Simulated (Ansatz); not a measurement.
# GaP (ordered beta-tin type): the cost of one run

Program: Ansatz 0.2.0. Level of theory: DFT LDA, scalar-relativistic, plane waves, PAW. These are calculated values, not measurements.

## 1. The starting structure

The structure is tetragonal, space group I-4m2 (No. 119). The conventional cell has a = 4.750 Å, b = 4.750 Å, c = 2.550 Å, α = 90.00°, β = 90.00°, γ = 90.00°. Ga (site symmetry -4m2) has 4 P at 2.46 Å and 2 Ga at 2.55 Å as nearest neighbours. P (site symmetry -4m2) is surrounded by 4 Ga at 2.46 Å and 2 P at 2.55 Å.

Coordinates:

```
CELL_PARAMETERS angstrom
-2.37500 2.37500 1.27500
2.37500 -2.37500 1.27500
2.37500 2.37500 -1.27500
ATOMIC_POSITIONS crystal
Ga 0.00000 0.00000 0.00000
P 0.75000 0.25000 0.50000
```

## 2. Cell and atoms relaxed at 30.7 GPa

The input, input.yaml:

```yaml
crystal:
  lattice:
    - [-2.375, 2.375, 1.275]
    - [2.375, -2.375, 1.275]
    - [2.375, 2.375, -1.275]
  atoms:
    - { symbol: Ga, position: [0.0, 0.0, 0.0] }
    - { symbol: P, position: [0.75, 0.25, 0.5] }
scf:
  occupations: { method: gaussian, width: 0.1 }
output:
  forces: true
  stress: true
  eigenvalues: true
  write_density: true
  write_potential: true
  elf: true
  volumetric_format: npy
hamiltonian:
  xc: lda
basis:
  ecutwfc: 500
kpoints:
  mp_grid: { grid: [16, 16, 16] }
relax:
  f_tol: 0.005
  max_steps: 60
  cell: { stress_tol: 0.05, p_target: 30.7 }
```

Launch:

```console
> ansatz run input.yaml --threads 4 --pin off --max-ram 10240MiB --backend cpu --events-out ev --progress --plain --runs-dir out
```

**Question.** How long does this run take on 4 threads of Intel Xeon at 2.70GHz, shared host, and how much memory does it need?

About 57 s, with a peak of 0.59 GiB.
